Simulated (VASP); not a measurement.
# Ni (P6_3/mmc) in VASP: a series of runs, part 2 of 8

VASP 6.6.1. The steps go on from the part before.

## Step 8: Equation of state, PBE, collinear spin, ferromagnetic start, 10.25 Å³/atom

INCAR reads:

```
SYSTEM = Ni
PREC     = Accurate       ! precision mode
ENCUT    = 250            ! plane-wave cutoff, eV
EDIFF    = 1E-6           ! SCF threshold, eV
ISMEAR   = 0              ! smearing method
SIGMA    = 0.1            ! smearing width, eV
LREAL    = .False.        ! projectors in reciprocal space
LASPH    = .True.         ! aspherical terms in the spheres
NELM     = 100            ! most SCF steps
ALGO     = Normal         ! electronic algorithm
ISIF     = 2              ! what is computed and relaxed
LWAVE    = .False.        ! write WAVECAR
LCHARG   = .False.        ! write CHGCAR
ISPIN    = 2              ! spin polarisation
MAGMOM   = 1 1            ! initial moments
LORBIT   = 11             ! projections on sites
LMAXMIX  = 4              ! l up to which the mixer works
GGA      = PE             ! functional
ADDGRID  = .False.
```

KPOINTS reads:

```
regular mesh
0
Gamma
  11 11 6
  0 0 0
```

POSCAR reads:

```
Ni
1.0
    2.4232937031      0.0000000000      0.0000000000
   -1.2116468515      2.0986339077      0.0000000000
    0.0000000000      0.0000000000      4.0316652867
Ni
2
Direct
    0.6666666667      0.3333333333      0.7500000000
    0.3333333333      0.6666666667      0.2500000000
```

On the command line:

```bash
$ cat potpaw_PBE.64/Ni/POTCAR > POTCAR
$ mpirun -np 1 vasp_std > vasp.out
```

It took 7.3 s on 1 thread of AMD EPYC 9R45 (Zen 5), shared host; peak memory 0.09 GiB.

The run converged, but a check on its numbers failed (symmetry, net force, bounds or a known fault of this set-up), so they aren't taken as properties of the crystal.

Caveat: the cutoff lies under the usual one of these potentials, so the numbers hold a large basis-set error.

## Step 9: Equation of state, PBE, collinear spin, ferromagnetic start, 10.89 Å³/atom

INCAR is that of step 8.

KPOINTS is that of step 8.

POSCAR reads:

```
Ni
1.0
    2.4722623247      0.0000000000      0.0000000000
   -1.2361311623      2.1410419781      0.0000000000
    0.0000000000      0.0000000000      4.1131350201
Ni
2
Direct
    0.6666666667      0.3333333333      0.7500000000
    0.3333333333      0.6666666667      0.2500000000
```

Potentials or basis: VASP PAW PBE potentials, release 64 (Ni).

On the command line:

```bash
$ cat potpaw_PBE.64/Ni/POTCAR > POTCAR
$ mpirun -np 1 vasp_std > vasp.out
```

Run time: 8.9 s. Hardware: 1 thread of AMD EPYC 9R45 (Zen 5), shared host; peak memory 0.09 GiB.

The run converged, but a check on its numbers failed (symmetry, net force, bounds or a known fault of this set-up), so they aren't taken as properties of the crystal.

Caveat: the cutoff lies under the usual one of these potentials, so the numbers hold a large basis-set error.

## Step 10: Equation of state, PBE, collinear spin, ferromagnetic start, 10.25 Å³/atom

INCAR: that of step 9 with these lines changed.

```diff
@@ -2,3 +2,3 @@
 PREC     = Accurate       ! precision mode
-ENCUT    = 250            ! plane-wave cutoff, eV
+ENCUT    = 400            ! plane-wave cutoff, eV
 EDIFF    = 1E-6           ! SCF threshold, eV
```

KPOINTS reads:

```
regular mesh
0
Gamma
  9 9 5
  0 0 0
```

POSCAR reads:

```
Ni
1.0
    2.4232937031      0.0000000000      0.0000000000
   -1.2116468515      2.0986339077      0.0000000000
    0.0000000000      0.0000000000      4.0316652867
Ni
2
Direct
    0.6666666667      0.3333333333      0.7500000000
    0.3333333333      0.6666666667      0.2500000000
```

On the command line:

```bash
$ cat potpaw_PBE.64/Ni/POTCAR > POTCAR
$ mpirun -np 1 vasp_std > vasp.out
```

Run time: 7.8 s. Hardware: 1 thread of AMD EPYC 9R45 (Zen 5), shared host; peak memory 0.1 GiB.

These settings aren't checked as converged: the numbers below hold their error.

Results:

- Free energy: -10.8440 eV
- Pressure: 13.3 GPa
- Band gap on the k mesh: none (metal or under the smearing width)
- Net moment: 1.07 μB per cell
- Site moments: Ni +0.54 μB
- Valence electrons inside the program's atomic spheres: Ni 9.42

## Step 11: Equation of state, PBE, collinear spin, ferromagnetic start, 10.89 Å³/atom

INCAR is that of step 10.

KPOINTS is that of step 10.

POSCAR reads:

```
Ni
1.0
    2.4722623247      0.0000000000      0.0000000000
   -1.2361311623      2.1410419781      0.0000000000
    0.0000000000      0.0000000000      4.1131350201
Ni
2
Direct
    0.6666666667      0.3333333333      0.7500000000
    0.3333333333      0.6666666667      0.2500000000
```

On the command line:

```bash
$ cat potpaw_PBE.64/Ni/POTCAR > POTCAR
$ mpirun -np 1 vasp_std > vasp.out
```

Run time: 7.5 s. Hardware: 1 thread of AMD EPYC 9R45 (Zen 5), shared host; peak memory 0.1 GiB.

These settings aren't checked as converged: the numbers below hold their error.

What came out:

```
Free energy                                           : -10.8969 eV
Pressure                                              : -0.4 GPa
Band gap on the k mesh                                : none (metal or under the smearing width)
Net moment                                            : 1.09 μB per cell
Site moments                                          : Ni +0.56 μB
Valence electrons inside the program's atomic spheres : Ni 9.31
```

## Step 12: Equation of state, PBE, collinear spin, ferromagnetic start, 10.25 Å³/atom

INCAR: that of step 11 with these lines changed.

```diff
@@ -2,3 +2,3 @@
 PREC     = Accurate       ! precision mode
-ENCUT    = 400            ! plane-wave cutoff, eV
+ENCUT    = 450            ! plane-wave cutoff, eV
 EDIFF    = 1E-6           ! SCF threshold, eV
```

KPOINTS is that of step 11.

POSCAR reads:

```
Ni
1.0
    2.4232937031      0.0000000000      0.0000000000
   -1.2116468515      2.0986339077      0.0000000000
    0.0000000000      0.0000000000      4.0316652867
Ni
2
Direct
    0.6666666667      0.3333333333      0.7500000000
    0.3333333333      0.6666666667      0.2500000000
```

Potentials or basis: VASP PAW PBE potentials, release 64 (Ni).

On the command line:

```bash
$ cat potpaw_PBE.64/Ni/POTCAR > POTCAR
$ mpirun -np 1 vasp_std > vasp.out
```

It took 9.9 s on 1 thread of AMD EPYC 9R45 (Zen 5), shared host; peak memory 0.11 GiB.

The run converged, but some of its settings lie outside the range that counts as converged, so its numbers aren't taken as properties of the crystal.

What came out:

| Item | Value |
| --- | --- |
| Free energy | -10.8419 eV |
| Pressure | 13.7 GPa |
| Band gap on the k mesh | none (metal or under the smearing width) |
| Net moment | 1.07 μB per cell |
| Site moments | Ni +0.54 μB |
| Valence electrons inside the program's atomic spheres | Ni 9.43 |

## Step 13: Equation of state, PBE, collinear spin, ferromagnetic start, 10.89 Å³/atom

INCAR is that of step 12.

KPOINTS is that of step 12.

POSCAR reads:

```
Ni
1.0
    2.4722623247      0.0000000000      0.0000000000
   -1.2361311623      2.1410419781      0.0000000000
    0.0000000000      0.0000000000      4.1131350201
Ni
2
Direct
    0.6666666667      0.3333333333      0.7500000000
    0.3333333333      0.6666666667      0.2500000000
```

On the command line:

```bash
$ cat potpaw_PBE.64/Ni/POTCAR > POTCAR
$ mpirun -np 1 vasp_std > vasp.out
```

Run time: 9.4 s. Hardware: 1 thread of AMD EPYC 9R45 (Zen 5), shared host; peak memory 0.11 GiB.

These settings aren't checked as converged: the numbers below hold their error.

What came out:

| Quantity | Value |
| --- | --- |
| Free energy | -10.8949 eV |
| Pressure | 0.0 GPa |
| Band gap on the k mesh | none (metal or under the smearing width) |
| Net moment | 1.09 μB per cell |
| Site moments | Ni +0.56 μB |
| Valence electrons inside the program's atomic spheres | Ni 9.31 |

## Step 14: Equation of state, PBE, collinear spin, ferromagnetic start, 10.25 Å³/atom

INCAR: that of step 13 with these lines changed.

```diff
@@ -2,3 +2,3 @@
 PREC     = Accurate       ! precision mode
-ENCUT    = 450            ! plane-wave cutoff, eV
+ENCUT    = 250            ! plane-wave cutoff, eV
 EDIFF    = 1E-6           ! SCF threshold, eV
```

KPOINTS reads:

```
regular mesh
0
Gamma
  13 13 7
  0 0 0
```

POSCAR reads:

```
Ni
1.0
    2.4232937031      0.0000000000      0.0000000000
   -1.2116468515      2.0986339077      0.0000000000
    0.0000000000      0.0000000000      4.0316652867
Ni
2
Direct
    0.6666666667      0.3333333333      0.7500000000
    0.3333333333      0.6666666667      0.2500000000
```

On the command line:

```bash
$ cat potpaw_PBE.64/Ni/POTCAR > POTCAR
$ mpirun -np 1 vasp_std > vasp.out
```

Run time: 7.4 s. Hardware: 1 thread of AMD EPYC 9R45 (Zen 5), shared host; peak memory 0.09 GiB.

The run converged, but a check on its numbers failed (symmetry, net force, bounds or a known fault of this set-up), so they aren't taken as properties of the crystal.

Caveat: the cutoff lies under the usual one of these potentials, so the numbers hold a large basis-set error.

## Step 15: Equation of state, PBE, collinear spin, ferromagnetic start, 10.89 Å³/atom

INCAR is that of step 14.

KPOINTS is that of step 14.

POSCAR reads:

```
Ni
1.0
    2.4722623247      0.0000000000      0.0000000000
   -1.2361311623      2.1410419781      0.0000000000
    0.0000000000      0.0000000000      4.1131350201
Ni
2
Direct
    0.6666666667      0.3333333333      0.7500000000
    0.3333333333      0.6666666667      0.2500000000
```

Potentials or basis: VASP PAW PBE potentials, release 64 (Ni).

On the command line:

```bash
$ cat potpaw_PBE.64/Ni/POTCAR > POTCAR
$ mpirun -np 1 vasp_std > vasp.out
```

Run time: 10 s. Hardware: 1 thread of AMD EPYC 9R45 (Zen 5), shared host; peak memory 0.1 GiB.

The run converged, but a check on its numbers failed (symmetry, net force, bounds or a known fault of this set-up), so they aren't taken as properties of the crystal.

Caveat: the cutoff lies under the usual one of these potentials, so the numbers hold a large basis-set error.

## Step 16: Equation of state, PBE, collinear spin, ferromagnetic start, 10.25 Å³/atom

INCAR: that of step 15 with these lines changed.

```diff
@@ -2,3 +2,3 @@
 PREC     = Accurate       ! precision mode
-ENCUT    = 250            ! plane-wave cutoff, eV
+ENCUT    = 350            ! plane-wave cutoff, eV
 EDIFF    = 1E-6           ! SCF threshold, eV
```

KPOINTS reads:

```
regular mesh
0
Gamma
  11 11 6
  0 0 0
```

POSCAR reads:

```
Ni
1.0
    2.4232937031      0.0000000000      0.0000000000
   -1.2116468515      2.0986339077      0.0000000000
    0.0000000000      0.0000000000      4.0316652867
Ni
2
Direct
    0.6666666667      0.3333333333      0.7500000000
    0.3333333333      0.6666666667      0.2500000000
```

On the command line:

```bash
$ cat potpaw_PBE.64/Ni/POTCAR > POTCAR
$ mpirun -np 1 vasp_std > vasp.out
```

Run time: 12 s. Hardware: 1 thread of AMD EPYC 9R45 (Zen 5), shared host; peak memory 0.1 GiB.

These settings aren't checked as converged: the numbers below hold their error.

What came out:

- Free energy: -10.8554 eV
- Pressure: 13.5 GPa
- Band gap on the k mesh: none (metal or under the smearing width)
- Net moment: 1.12 μB per cell
- Site moments: Ni +0.57 μB
- Valence electrons inside the program's atomic spheres: Ni 9.42

## Step 17: Equation of state, PBE, collinear spin, ferromagnetic start, 10.89 Å³/atom

INCAR is that of step 16.

KPOINTS is that of step 16.

POSCAR reads:

```
Ni
1.0
    2.4722623247      0.0000000000      0.0000000000
   -1.2361311623      2.1410419781      0.0000000000
    0.0000000000      0.0000000000      4.1131350201
Ni
2
Direct
    0.6666666667      0.3333333333      0.7500000000
    0.3333333333      0.6666666667      0.2500000000
```

On the command line:

```bash
$ cat potpaw_PBE.64/Ni/POTCAR > POTCAR
$ mpirun -np 1 vasp_std > vasp.out
```

Run time: 11 s. Hardware: 1 thread of AMD EPYC 9R45 (Zen 5), shared host; peak memory 0.1 GiB.

These settings aren't checked as converged: the numbers below hold their error.

Results:

- Free energy: -10.9086 eV
- Pressure: -0.2 GPa
- Band gap on the k mesh: none (metal or under the smearing width)
- Net moment: 1.14 μB per cell
- Site moments: Ni +0.58 μB
- Valence electrons inside the program's atomic spheres: Ni 9.30

## Step 18: Equation of state, PBE, collinear spin, ferromagnetic start, 10.25 Å³/atom

INCAR: that of step 17 with these lines changed.

```diff
@@ -2,3 +2,3 @@
 PREC     = Accurate       ! precision mode
-ENCUT    = 350            ! plane-wave cutoff, eV
+ENCUT    = 550            ! plane-wave cutoff, eV
 EDIFF    = 1E-6           ! SCF threshold, eV
```

KPOINTS reads:

```
regular mesh
0
Gamma
  9 9 5
  0 0 0
```

POSCAR reads:

```
Ni
1.0
    2.4232937031      0.0000000000      0.0000000000
   -1.2116468515      2.0986339077      0.0000000000
    0.0000000000      0.0000000000      4.0316652867
Ni
2
Direct
    0.6666666667      0.3333333333      0.7500000000
    0.3333333333      0.6666666667      0.2500000000
```

Potentials or basis: VASP PAW PBE potentials, release 64 (Ni).

On the command line:

```bash
$ cat potpaw_PBE.64/Ni/POTCAR > POTCAR
$ mpirun -np 1 vasp_std > vasp.out
```

Run time: 12 s. Hardware: 1 thread of AMD EPYC 9R45 (Zen 5), shared host; peak memory 0.12 GiB.

The run converged, but some of its settings lie outside the range that counts as converged, so its numbers aren't taken as properties of the crystal.

Results:

| Quantity | Value |
| --- | --- |
| Free energy | -10.8420 eV |
| Pressure | 13.9 GPa |
| Band gap on the k mesh | none (metal or under the smearing width) |
| Net moment | 1.07 μB per cell |
| Site moments | Ni +0.54 μB |
| Valence electrons inside the program's atomic spheres | Ni 9.43 |

## Step 19: Equation of state, PBE, collinear spin, ferromagnetic start, 10.89 Å³/atom

INCAR is that of step 18.

KPOINTS is that of step 18.

POSCAR reads:

```
Ni
1.0
    2.4722623247      0.0000000000      0.0000000000
   -1.2361311623      2.1410419781      0.0000000000
    0.0000000000      0.0000000000      4.1131350201
Ni
2
Direct
    0.6666666667      0.3333333333      0.7500000000
    0.3333333333      0.6666666667      0.2500000000
```

On the command line:

```bash
$ cat potpaw_PBE.64/Ni/POTCAR > POTCAR
$ mpirun -np 1 vasp_std > vasp.out
```

Run time: 11 s. Hardware: 1 thread of AMD EPYC 9R45 (Zen 5), shared host; peak memory 0.12 GiB.

The run converged, but some of its settings lie outside the range that counts as converged, so its numbers aren't taken as properties of the crystal.

What came out:

| Quantity | Value |
| --- | --- |
| Free energy | -10.8948 eV |
| Pressure | 0.2 GPa |
| Band gap on the k mesh | none (metal or under the smearing width) |
| Net moment | 1.09 μB per cell |
| Site moments | Ni +0.56 μB |
| Valence electrons inside the program's atomic spheres | Ni 9.31 |

## Step 20: Equation of state, PBE, collinear spin, ferromagnetic start, 10.25 Å³/atom

INCAR: that of step 19 with these lines changed.

```diff
@@ -2,3 +2,3 @@
 PREC     = Accurate       ! precision mode
-ENCUT    = 550            ! plane-wave cutoff, eV
+ENCUT    = 400            ! plane-wave cutoff, eV
 EDIFF    = 1E-6           ! SCF threshold, eV
```

KPOINTS reads:

```
regular mesh
0
Gamma
  11 11 6
  0 0 0
```

POSCAR reads:

```
Ni
1.0
    2.4232937031      0.0000000000      0.0000000000
   -1.2116468515      2.0986339077      0.0000000000
    0.0000000000      0.0000000000      4.0316652867
Ni
2
Direct
    0.6666666667      0.3333333333      0.7500000000
    0.3333333333      0.6666666667      0.2500000000
```

On the command line:

```bash
$ cat potpaw_PBE.64/Ni/POTCAR > POTCAR
$ mpirun -np 1 vasp_std > vasp.out
```

Wall time 12 s (1 thread of AMD EPYC 9R45 (Zen 5), shared host); peak memory 0.11 GiB.

The run converged, but some of its settings lie outside the range that counts as converged, so its numbers aren't taken as properties of the crystal.

What came out:

```yaml
Free_energy: -10.8449 eV
Pressure: 13.4 GPa
Band_gap_on_the_k_mesh: none (metal or under the smearing width)
Net_moment: 1.12 μB per cell
Site_moments: Ni +0.57 μB
Valence_electrons_inside_the_program's_atomic_spheres: Ni 9.42
```

## Step 21: Equation of state, PBE, collinear spin, ferromagnetic start, 10.89 Å³/atom

INCAR is that of step 20.

KPOINTS is that of step 20.

POSCAR reads:

```
Ni
1.0
    2.4722623247      0.0000000000      0.0000000000
   -1.2361311623      2.1410419781      0.0000000000
    0.0000000000      0.0000000000      4.1131350201
Ni
2
Direct
    0.6666666667      0.3333333333      0.7500000000
    0.3333333333      0.6666666667      0.2500000000
```

Potentials or basis: VASP PAW PBE potentials, release 64 (Ni).

On the command line:

```bash
$ cat potpaw_PBE.64/Ni/POTCAR > POTCAR
$ mpirun -np 1 vasp_std > vasp.out
```

It took 11 s on 1 thread of AMD EPYC 9R45 (Zen 5), shared host; peak memory 0.11 GiB.

The run converged, but some of its settings lie outside the range that counts as converged, so its numbers aren't taken as properties of the crystal.

Results:

| Property | Result |
| --- | --- |
| Free energy | -10.8988 eV |
| Pressure | -0.3 GPa |
| Band gap on the k mesh | none (metal or under the smearing width) |
| Net moment | 1.14 μB per cell |
| Site moments | Ni +0.58 μB |
| Valence electrons inside the program's atomic spheres | Ni 9.31 |

## Step 22: Equation of state, PBE, collinear spin, ferromagnetic start, 10.25 Å³/atom

INCAR: that of step 21 with these lines changed.

```diff
@@ -2,3 +2,3 @@
 PREC     = Accurate       ! precision mode
-ENCUT    = 400            ! plane-wave cutoff, eV
+ENCUT    = 450            ! plane-wave cutoff, eV
 EDIFF    = 1E-6           ! SCF threshold, eV
```

KPOINTS is that of step 21.

POSCAR reads:

```
Ni
1.0
    2.4232937031      0.0000000000      0.0000000000
   -1.2116468515      2.0986339077      0.0000000000
    0.0000000000      0.0000000000      4.0316652867
Ni
2
Direct
    0.6666666667      0.3333333333      0.7500000000
    0.3333333333      0.6666666667      0.2500000000
```

On the command line:

```bash
$ cat potpaw_PBE.64/Ni/POTCAR > POTCAR
$ mpirun -np 1 vasp_std > vasp.out
```

It took 16 s on 1 thread of AMD EPYC 9R45 (Zen 5), shared host; peak memory 0.11 GiB.

The run converged, but some of its settings lie outside the range that counts as converged, so its numbers aren't taken as properties of the crystal.

Results:

| Quantity | Value |
| --- | --- |
| Free energy | -10.8428 eV |
| Pressure | 13.8 GPa |
| Band gap on the k mesh | none (metal or under the smearing width) |
| Net moment | 1.12 μB per cell |
| Site moments | Ni +0.57 μB |
| Valence electrons inside the program's atomic spheres | Ni 9.43 |

## Step 23: Equation of state, PBE, collinear spin, ferromagnetic start, 10.89 Å³/atom

INCAR is that of step 22.

KPOINTS is that of step 22.

POSCAR reads:

```
Ni
1.0
    2.4722623247      0.0000000000      0.0000000000
   -1.2361311623      2.1410419781      0.0000000000
    0.0000000000      0.0000000000      4.1131350201
Ni
2
Direct
    0.6666666667      0.3333333333      0.7500000000
    0.3333333333      0.6666666667      0.2500000000
```

On the command line:

```bash
$ cat potpaw_PBE.64/Ni/POTCAR > POTCAR
$ mpirun -np 1 vasp_std > vasp.out
```

Run time: 14 s. Hardware: 1 thread of AMD EPYC 9R45 (Zen 5), shared host; peak memory 0.11 GiB.

These settings aren't checked as converged: the numbers below hold their error.

What came out:

| Item | Value |
| --- | --- |
| Free energy | -10.8968 eV |
| Pressure | 0.1 GPa |
| Band gap on the k mesh | none (metal or under the smearing width) |
| Net moment | 1.14 μB per cell |
| Site moments | Ni +0.58 μB |
| Valence electrons inside the program's atomic spheres | Ni 9.31 |

## Step 24: Equation of state, PBE, collinear spin, ferromagnetic start, 10.25 Å³/atom

INCAR: that of step 23 with these lines changed.

```diff
@@ -2,3 +2,3 @@
 PREC     = Accurate       ! precision mode
-ENCUT    = 450            ! plane-wave cutoff, eV
+ENCUT    = 700            ! plane-wave cutoff, eV
 EDIFF    = 1E-6           ! SCF threshold, eV
```

KPOINTS reads:

```
regular mesh
0
Gamma
  9 9 5
  0 0 0
```

POSCAR reads:

```
Ni
1.0
    2.4232937031      0.0000000000      0.0000000000
   -1.2116468515      2.0986339077      0.0000000000
    0.0000000000      0.0000000000      4.0316652867
Ni
2
Direct
    0.6666666667      0.3333333333      0.7500000000
    0.3333333333      0.6666666667      0.2500000000
```

Potentials or basis: VASP PAW PBE potentials, release 64 (Ni).

On the command line:

```bash
$ cat potpaw_PBE.64/Ni/POTCAR > POTCAR
$ mpirun -np 1 vasp_std > vasp.out
```

Wall time 18 s (1 thread of AMD EPYC 9R45 (Zen 5), shared host); peak memory 0.15 GiB.

These settings aren't checked as converged: the numbers below hold their error.

Results:

```yaml
Free_energy: -10.8415 eV
Pressure: 13.9 GPa
Band_gap_on_the_k_mesh: none (metal or under the smearing width)
Net_moment: 1.07 μB per cell
Site_moments: Ni +0.54 μB
Valence_electrons_inside_the_program's_atomic_spheres: Ni 9.43
```

## Step 25: Equation of state, PBE, collinear spin, ferromagnetic start, 10.89 Å³/atom

INCAR is that of step 24.

KPOINTS is that of step 24.

POSCAR reads:

```
Ni
1.0
    2.4722623247      0.0000000000      0.0000000000
   -1.2361311623      2.1410419781      0.0000000000
    0.0000000000      0.0000000000      4.1131350201
Ni
2
Direct
    0.6666666667      0.3333333333      0.7500000000
    0.3333333333      0.6666666667      0.2500000000
```

On the command line:

```bash
$ cat potpaw_PBE.64/Ni/POTCAR > POTCAR
$ mpirun -np 1 vasp_std > vasp.out
```

Wall time 17 s (1 thread of AMD EPYC 9R45 (Zen 5), shared host); peak memory 0.15 GiB.

These settings aren't checked as converged: the numbers below hold their error.

Results:

```yaml
Free_energy: -10.8944 eV
Pressure: 0.2 GPa
Band_gap_on_the_k_mesh: none (metal or under the smearing width)
Net_moment: 1.09 μB per cell
Site_moments: Ni +0.56 μB
Valence_electrons_inside_the_program's_atomic_spheres: Ni 9.31
```

(Continued in part 3 of 8.)
